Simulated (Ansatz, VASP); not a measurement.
## Al in VASP and in Ansatz

INCAR

```
SYSTEM = Al
PREC = Accurate ; ENCUT = 520
EDIFF = 1E-7 ; ISMEAR = -1
SIGMA = 0.05 ; LREAL = .FALSE.
LASPH = .TRUE. ; NELM = 60
ALGO = Normal ; ISIF = 2
LWAVE = .FALSE. ; LCHARG = .TRUE.
GGA = PS ; LELF = .TRUE.
LVHAR = .TRUE. ; NBANDS = 8
```

The input KPOINTS:

```
Automatic mesh
0
G
  14 14 14
  0 0 0
```

The input POSCAR:

```
Al
1.0
   -0.0607194000      1.9936203000      1.9936203000
    1.9936203000     -0.0607194000      1.9936203000
    1.9936203000      1.9936203000     -0.0607194000
Al
1
Direct
    0.0000000000      0.0000000000      0.0000000000
```

Input for Ansatz:

```yaml
crystal:
  lattice:
    - [-0.0607194, 1.9936203, 1.9936203]
    - [1.9936203, -0.0607194, 1.9936203]
    - [1.9936203, 1.9936203, -0.0607194]
  atoms:
    - { symbol: Al, position: [0.0, 0.0, 0.0] }
kpoints:
  mp_grid: { grid: [14, 14, 14] }
  band_path:
    path:
      - [0.0, 0.0, 0.0]
      - [0.5, 0.5, 0.5]
      - [0.2579113083, 0.5, 0.7420886917]
      - [-0.2579113083, 0.2579113083, 0.5]
      - [0.0, 0.0, 0.5]
      - [0.0, 0.0, 0.0]
      - [-0.3789556542, 0.0, 0.3789556542]
      - [0.0, 0.3789556542, 0.6210443458]
      - [0.0, 0.5, 0.5]
    npoints: 5
scf:
  occupations: { method: fermi_dirac, width: 0.05 }
hamiltonian:
  xc: pbesol
  pseudopotentials: { kind: all_electron, lapw: { basis_error: 0.001 } }
output:
  forces: true
  stress: true
  eigenvalues: true
```

Change from the starting cell: equal xy, yz and zx shear strains of -3 %.

Alike in both runs: task single point; functional PBEsol; k mesh 14 × 14 × 14; occupations fermi-dirac, width 0.05 eV; no spin polarisation.

```csv
,VASP,Ansatz
version,VASP 6.6.1,Ansatz 0.2.0
potentials or method,"VASP PAW PBE potentials, release 64 (Al)","all-electron LAPW, scalar-relativistic"
plane-wave cutoff (eV),520,see its input
```

|  | VASP | Ansatz | Ansatz less VASP |
| --- | --- | --- | --- |
| pressure (GPa) | -1.7 | -1.8 | -0.04 |
| largest component of the traceless stress (GPa) | 0.16 | 0.15 | -0.013 |

Ansatz ran all-electron here, so the differences hold the error of VASP's frozen core and of both bases.

Caveats: the PAW data sets were made with another functional, which shifts forces and pressure a little (VASP).
